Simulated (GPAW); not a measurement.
TiAl3:

```
Ti Al
1.0
     3.95567    0.00000    0.00000
     0.00000    3.95567    0.00000
     0.00000    0.00000    3.95567
Ti Al
1 3
Direct
  0.00000 0.00000 0.00000
  0.00000 0.50000 0.50000
  0.50000 0.00000 0.50000
  0.50000 0.50000 0.00000
```

The cell comes from a database or a generator and needn't be the stable form of this composition.

Base run:

* Program: GPAW 26.7.0
* Functional: PBEsol
* Potentials or basis: PAW data sets generated in the run's folder for this functional
* Cutoff: 600 eV
* Basis: pw
* k mesh: 7 × 7 × 7
* Occupations: fermi-dirac, width 0.05 eV
* Spin: no spin polarisation

Its results: pressure -0.5 GPa.

The run is repeated on the same cell with these changes: functional from PBEsol to LDA; potentials or basis from PAW data sets generated in the run's folder for this functional to the program's PAW data sets (release 1.2.1) made for this functional. What comes out?

Pressure -3.6 GPa.
